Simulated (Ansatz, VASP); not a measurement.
## One calculation of Mg8Se7 (a cell with a defect), two programs

```
CELL_PARAMETERS angstrom
-5.50895 -5.50895 0.00000
-5.50895 0.00000 -5.50895
0.00000 -5.50895 -5.50895
ATOMIC_POSITIONS crystal
Mg 0.49669 0.49669 0.00331
Mg 0.00331 0.49669 0.00331
Mg 0.49669 0.00331 0.00331
Mg 0.00000 0.00000 0.00000
Mg 0.50000 0.50000 0.50000
Mg 0.00331 0.49669 0.49669
Mg 0.49669 0.00331 0.49669
Mg 0.00331 0.00331 0.49669
Se 0.75000 0.25000 0.25000
Se 0.25000 0.75000 0.25000
Se 0.75000 0.75000 0.25000
Se 0.25000 0.25000 0.75000
Se 0.75000 0.25000 0.75000
Se 0.25000 0.75000 0.75000
Se 0.75000 0.75000 0.75000
```

Change from the starting cell: Se vacancy, atoms relaxed.

Alike in both runs: functional PBE; k mesh 4 × 4 × 4; occupations gaussian, width 0.05 eV; no spin polarisation.

Ansatz relaxed the structure, and its values are those at the end. VASP's run is a single point on that final structure, the one shown.

|  | VASP | Ansatz |
| --- | --- | --- |
| version | VASP 6.6.1 | Ansatz 0.2.0 |
| potentials or method | VASP PAW PBE potentials, release 64 (Mg, Se) | scalar-relativistic, plane waves, PAW |
| plane-wave cutoff (eV) | 520 | 420 |
| valence electrons in the cell | 58 | 192 |

Ansatz gave:

| Property | Result |
| --- | --- |
| gap on the k mesh at the Fermi level (eV) | 0.03 |
| least direct gap on the mesh (eV) | 0.08 |
| pressure (GPa) | -1.2 |
| rms of the force components (eV/Å) | 0.000 |

Which values does VASP return?

gap on the k mesh at the Fermi level (eV): 0.02; least direct gap on the mesh (eV): 0.07; pressure (GPa): -1.3; rms of the force components (eV/Å): 0.004.

The two sets of potentials don't hold the same shells in valence. Ansatz warned: «stress_scf_threshold_loose».
